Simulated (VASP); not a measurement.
# CuI (F-43m) in VASP: settings compared

One crystal, CuI, is run at these levels: HSE06, PBE; tasks: single point.

Program: VASP 6.6.1. These are calculated values, not measurements. Logs are shortened: lines on timing, memory, paths and dates and some standing lists are left out, and cuts for length are marked.

## (1) Starting point

Symmetry: F-43m, No. 216, cubic system. The conventional cell has a = 6.024 Å, b = 6.024 Å, c = 6.024 Å, α = 90.00°, β = 90.00°, γ = 90.00°. Cu (site symmetry -43m) has 4 I at 2.61 Å as nearest neighbours. I (site symmetry -43m) has 4 Cu at 2.61 Å as nearest neighbours.

The cell was built by a generator and needn't be a form met in nature.

## (2) Single point, HSE06

Input file POSCAR:

```
CuI
1.0
    0.0000000000      3.0120291112      3.0120291112
    3.0120291112      0.0000000000      3.0120291112
    3.0120291112      3.0120291112      0.0000000000
Cu I
1 1
Direct
    0.0000000000      0.0000000000      0.0000000000
    0.2500000000      0.2500000000      0.2500000000
```

Input file INCAR.step1:

```
SYSTEM = CuI
PREC     = Accurate       ! precision mode
ENCUT    = 520            ! plane-wave cutoff, eV
EDIFF    = 1E-5           ! SCF threshold, eV
ISMEAR   = 0              ! smearing method
SIGMA    = 0.01           ! smearing width, eV
LREAL    = .FALSE.        ! projectors in reciprocal space
LASPH    = .TRUE.         ! aspherical terms in the spheres
NELM     = 100            ! most SCF steps
ALGO     = Normal         ! electronic algorithm
ISIF     = 2              ! what is computed and relaxed
LWAVE    = .TRUE.         ! write WAVECAR
LCHARG   = .FALSE.        ! write CHGCAR
GGA      = PE             ! functional
NBANDS   = 16             ! bands
```

Input file INCAR.step2:

```
SYSTEM = CuI
PREC     = Accurate       ! precision mode
ENCUT    = 520            ! plane-wave cutoff, eV
EDIFF    = 1E-6           ! SCF threshold, eV
ISMEAR   = 0              ! smearing method
SIGMA    = 0.01           ! smearing width, eV
LREAL    = .FALSE.        ! projectors in reciprocal space
LASPH    = .TRUE.         ! aspherical terms in the spheres
NELM     = 100            ! most SCF steps
ALGO     = Normal         ! electronic algorithm
ISIF     = 2              ! what is computed and relaxed
LWAVE    = .FALSE.        ! write WAVECAR
LCHARG   = .FALSE.        ! write CHGCAR
GGA      = PE             ! functional
LHFCALC  = .TRUE.         ! exact exchange
HFSCREEN = 0.2079         ! screening, 1/A
PRECFOCK = Normal       
ISTART   = 1            
NBANDS   = 16             ! bands
```

Input file KPOINTS:

```
Automatic mesh
0
G
  4 4 4
  0 0 0
```

Potentials or basis: VASP PAW PBE potentials, release 64 (Cu, I).

Run with:

```sh
> cat potpaw_PBE.64/Cu/POTCAR potpaw_PBE.64/I/POTCAR > POTCAR
> cp INCAR.step1 INCAR
> mpirun -np 1 vasp_std > vasp.out
> cp INCAR.step2 INCAR
> mpirun -np 1 vasp_std > vasp.out
```

OUTCAR:

```text
SYSTEM = CuI
   PREC = Accurate
   ENCUT = 520
   EDIFF = 1E-6
   ISMEAR = 0
   LREAL = .FALSE.
   LASPH = .TRUE.
   NELM = 100
   ISIF = 2
   GGA = PE
   LHFCALC = .TRUE.
   HFSCREEN = 0.2079
   PRECFOCK = Normal
   ISTART = 1

 ion  position               nearest neighbor table
   1  0.000  0.000  0.000-   2 2.61   2 2.61   2 2.61   2 2.61
   2  0.250  0.250  0.250-   1 2.61   1 2.61   1 2.61   1 2.61

  LATTYP: Found a face centered cubic cell.
 ALAT       =     6.0240582224

  Lattice vectors:

 A1 = (   0.0000000000,   3.0120291112,   3.0120291112)
 A2 = (   3.0120291112,   0.0000000000,   3.0120291112)
 A3 = (   3.0120291112,   3.0120291112,   0.0000000000)

Analysis of symmetry for initial positions (statically):
=====================================================================
 Subroutine PRICEL returns:
 Original cell was already a primitive cell.

 Routine SETGRP: Setting up the symmetry group for a
 face centered cubic supercell.

 Subroutine GETGRP returns: Found 24 space group operations
 (whereof 24 operations were pure point group operations)
 out of a pool of 48 trial point group operations.

The static configuration has the point symmetry T_d .

Analysis of symmetry for dynamics (positions and initial velocities):
=====================================================================
 Subroutine PRICEL returns:
 Original cell was already a primitive cell.

 Routine SETGRP: Setting up the symmetry group for a
 face centered cubic supercell.

 Subroutine GETGRP returns: Found 24 space group operations
 (whereof 24 operations were pure point group operations)
 out of a pool of 48 trial point group operations.

The dynamic configuration has the point symmetry T_d .

 Subroutine INISYM returns: Found 24 space group operations
 (whereof 24 operations are pure point group operations),
 and found     1 'primitive' translations

----------------------------------------------------------------------------------------

                                     Primitive cell

  volume of cell :      54.6522

  direct lattice vectors                    reciprocal lattice vectors
     0.000000000  3.012029111  3.012029111    -0.166001052  0.166001052  0.166001052
     3.012029111  0.000000000  3.012029111     0.166001052 -0.166001052  0.166001052
[... 74 lines left out ...]
   ISIF   =      2    stress and relaxation
   ISYM   =      3    0-nonsym 1-usesym 2-fastsym
   POTIM  = 0.5000    time-step for ionic-motion
   TEBEG  =    0.0;   TEEND  =   0.0 temperature during run
   PSTRESS=    0.0 pullay stress
   NELECT =      18.0000    total number of electrons
   NUPDOWN=      -1.0000    fix difference up-down
   EMIN   =  10.00;   EMAX   =-10.00  energy-range for DOS
   EFERMI =   0.00;   METHOD = LEGACY
   ISMEAR =     0;   SIGMA  =   0.01  broadening in eV -4-tet -1-fermi 0-gaus
   EFERMI_NEDOS =   21; number of points for ismear=-14 and -15
   IALGO  =     38    algorithm
   IMIX   =      1    mixing-type and parameters
     AMIX     =   0.40;   BMIX     =  1.00
     AMIX_MAG =   1.60;   BMIX_MAG =  1.00
  volume/ion in A,a.u.               =      27.33       184.41
  Fermi-wavevector in a.u.,A,eV,Ry     =   1.130568  2.136463 17.390734  1.278183
  Thomas-Fermi vector in A             =   2.267264
   LORBIT       =      0    0 simple, 1 ext, 2 COOP (PROOUT), +10 PAW based schemes
   GGA     = PE    functional components
   LHFCALC =     T    Hartree Fock is set to
   PRECFOCK=normal    Normal, Fast or Accurate (Low or Medium for compatibility)
   ENCUT4O =  -1.0   cutoff for four orbital integrals eV
   NKREDX  =     1    reduce k-point grid by
   NKREDY  =     1    reduce k-point grid by
   NKREDZ  =     1    reduce k-point grid by
   AEXX    =    0.2500 exact exchange contribution
   HFSCREEN=    0.2079 screening length (either q_TF or 0.3 A-1)
   HFSCREENC=   0.2079 screening length for correlation (either q_TF or 0.3 A-1)
   ENCUTFOCK=  -1.0 apply spherical cutoff to Coloumb kernel
   IVDW    =     0    specifies the selected vdW correction
   LEPSILON=     F    determine dielectric tensor
   LRPA    =     F    only Hartree local field effects (RPA)
 non-spin polarized calculation
 Gauss-broadening in eV      SIGMA  =   0.01
  energy-cutoff  :      520.00
  volume of cell :       54.65
 maximum number of plane-waves:      1480
  NGX = 24; NGY = 24; NGZ = 24

 number of electron      18.0000017 magnetization

 Free energy of the ion-electron system (eV)
  ---------------------------------------------------
  ext. energy  EPLUGINS =         0.00000000
  ---------------------------------------------------
  free energy    TOTEN  =        -6.42808297 eV

  energy without entropy =       -6.42808297  energy(sigma->0) =       -6.42808297

 E-fermi :   3.8136     XC(G=0):  -7.4819

 val. band max:        3.6998776245   @ k =   0.0000   0.0000   0.0000
 cond. band min:       6.3322896856   @ k =   0.0000   0.0000   0.0000
 fundamental gap:      2.6324120611
 Fermi energy:         3.8136448356

 k-point     1 :       0.0000    0.0000    0.0000
  band No.  band energies     occupation
      1     -11.1541      2.00000
      2      -0.3920      2.00000
      3      -0.3920      2.00000
      4      -0.3920      2.00000
      5       1.1294      2.00000
      6       1.1294      2.00000
[... 129 lines left out ...]
      3      -1.0237      2.00000
      4      -0.2005      2.00000
      5       1.0553      2.00000
      6       1.2199      2.00000
[... 8 lines left out ...]
     15      17.0566      0.00000
     16      17.4158      0.00000

------------------------ aborting loop because EDIFF is reached ----------------------------------------

  FORCE on cell =-STRESS in cart. coord.  units (eV):
  Direction    XX          YY          ZZ          XY          YZ          ZX
  --------------------------------------------------------------------------------------
  -------------------------------------------------------------------------------------
  Total        0.4980022      0.4980022      0.4980022      0.0000000      0.0000000      0.0000000
  in kB       14.5993781     14.5993781     14.5993781      0.0000000      0.0000000      0.0000000
  external PRESSURE =      14.5993781 kB  Pullay stress =       0.0000000 kB

 VOLUME and BASIS-vectors are now :
 -----------------------------------------------------------------------------
  energy-cutoff  :      520.00
  volume of cell :       54.65
      direct lattice vectors                 reciprocal lattice vectors
     0.000000000  3.012029111  3.012029111    -0.166001052  0.166001052  0.166001052
     3.012029111  0.000000000  3.012029111     0.166001052 -0.166001052  0.166001052
     3.012029111  3.012029111  0.000000000     0.166001052  0.166001052 -0.166001052

 POSITION                                       TOTAL-FORCE (eV/Angst)
 -----------------------------------------------------------------------------------
      0.00000      0.00000      0.00000         0.000000      0.000000      0.000000
      1.50601      1.50601      1.50601        -0.000000     -0.000000     -0.000000
 -----------------------------------------------------------------------------------
    total drift:                                0.000274      0.000208      0.000176

  FREE ENERGIE OF THE ION-ELECTRON SYSTEM (eV)
  ---------------------------------------------------
  free  energy   TOTEN  =        -6.4280829689 eV

  energy  without entropy=       -6.4280829689  energy(sigma->0) =       -6.42808297
```

OUTCAR.step1:

```text
SYSTEM = CuI
   PREC = Accurate
   ENCUT = 520
   EDIFF = 1E-5
   ISMEAR = 0
   LREAL = .FALSE.
   LASPH = .TRUE.
[... 355 lines left out ...]
      0.00000      0.00000      0.00000         0.000000      0.000000      0.000000
      1.50601      1.50601      1.50601        -0.000000     -0.000000     -0.000000
 -----------------------------------------------------------------------------------
    total drift:                               -0.000000     -0.000000     -0.000000

  FREE ENERGIE OF THE ION-ELECTRON SYSTEM (eV)
  ---------------------------------------------------
  free  energy   TOTEN  =        -5.5210559562 eV

  energy  without entropy=       -5.5210559562  energy(sigma->0) =       -5.52105596
```

OSZICAR.step1:

```text
N       E                     dE             d eps       ncg     rms          rms(c)
DAV:   1     0.100291693193E+03    0.10029E+03   -0.80028E+03   256   0.123E+03
DAV:   2     0.914209322467E+00   -0.99377E+02   -0.91597E+02   272   0.223E+02
DAV:   3    -0.554971489642E+01   -0.64639E+01   -0.63967E+01   360   0.627E+01
DAV:   4    -0.574533316687E+01   -0.19562E+00   -0.19556E+00   320   0.103E+01
DAV:   5    -0.574767595083E+01   -0.23428E-02   -0.23428E-02   384   0.113E+00    0.513E+00
DAV:   6    -0.566856346972E+01    0.79112E-01   -0.27560E+00   256   0.447E+01    0.345E+00
DAV:   7    -0.552159981233E+01    0.14696E+00   -0.65466E-01   264   0.264E+01    0.171E+00
DAV:   8    -0.552332276978E+01   -0.17230E-02   -0.39602E-02   400   0.280E+00    0.419E-01
DAV:   9    -0.552083198405E+01    0.24908E-02   -0.10054E-02   336   0.294E+00    0.120E-01
DAV:  10    -0.552105007809E+01   -0.21809E-03   -0.66259E-04   304   0.190E-01    0.373E-02
DAV:  11    -0.552105650082E+01   -0.64227E-05   -0.16277E-04   312   0.354E-01    0.274E-02
DAV:  12    -0.552105595624E+01    0.54458E-06   -0.86660E-06   232   0.461E-02
   1 F= -.55210560E+01 E0= -.55210560E+01  d E =-.186110E-37
```

Run time: 10 min. Hardware: 1 thread of AMD EPYC 7R43 (Zen 3), shared host; peak memory 0.25 GiB.

Results:

```yaml
Free_energy: -6.4281 eV
Pressure: 1.5 GPa
Band_gap_on_the_k_mesh: 2.63 eV, direct
```

Caveat: the k mesh is coarse (spacing up to 0.45 Å⁻¹), so the values aren't converged, least of all with exact exchange; the PAW data sets were made with another functional, which shifts forces and pressure a little; spin-orbit coupling is left out, which moves the levels of the heavy elements.

## (3) Single point, PBE

Input file INCAR:

```
SYSTEM = CuI
ALGO = Normal ; EDIFF = 1E-6
ENCUT = 520 ; GGA = PE
ISIF = 2 ; ISMEAR = 0
LASPH = .TRUE. ; LCHARG = .FALSE.
LREAL = .FALSE. ; LWAVE = .FALSE.
NBANDS = 16 ; NELM = 100
PREC = Accurate ; SIGMA = 0.01
```

Input file KPOINTS:

```
k-points
0
G
  6 6 6
  0 0 0
```

POSCAR is that of step 2.

Potentials or basis: VASP PAW PBE potentials, release 64 (Cu, I).

Run with:

```sh
> cat potpaw_PBE.64/Cu/POTCAR potpaw_PBE.64/I/POTCAR > POTCAR
> mpirun -np 1 vasp_std > vasp.out
```

Wall time 17 s (1 thread of AMD EPYC 7R43 (Zen 3), shared host); peak memory 0.14 GiB.

Results (log left out):

* Free energy: -5.5544 eV
* Pressure: 1.1 GPa
* Band gap on the k mesh: 1.19 eV, direct

Levels at points of the mesh, in eV from the valence-band top:
| k point | band 5 | band 6 | band 7 | band 8 | band 9 | band 10 | band 11 | band 12 | band 13 | band 14 |
| --- | --- | --- | --- | --- | --- | --- | --- | --- | --- | --- |
| (0.00, 0.00, 0.00) | -1.93 | -1.93 | 0.00 | 0.00 | 0.00 | 1.19 | 4.85 | 4.85 | 4.85 | 8.21 |
| (0.50, 0.00, 0.00) | -1.90 | -1.90 | -1.86 | -0.74 | -0.74 | 2.17 | 5.39 | 5.39 | 7.44 | 9.20 |
| (0.50, 0.50, 0.00) | -1.96 | -1.87 | -1.84 | -1.56 | -1.56 | 2.68 | 2.90 | 9.32 | 9.86 | 9.86 |

Caveat: spin-orbit coupling is left out, which moves the levels of the heavy elements.
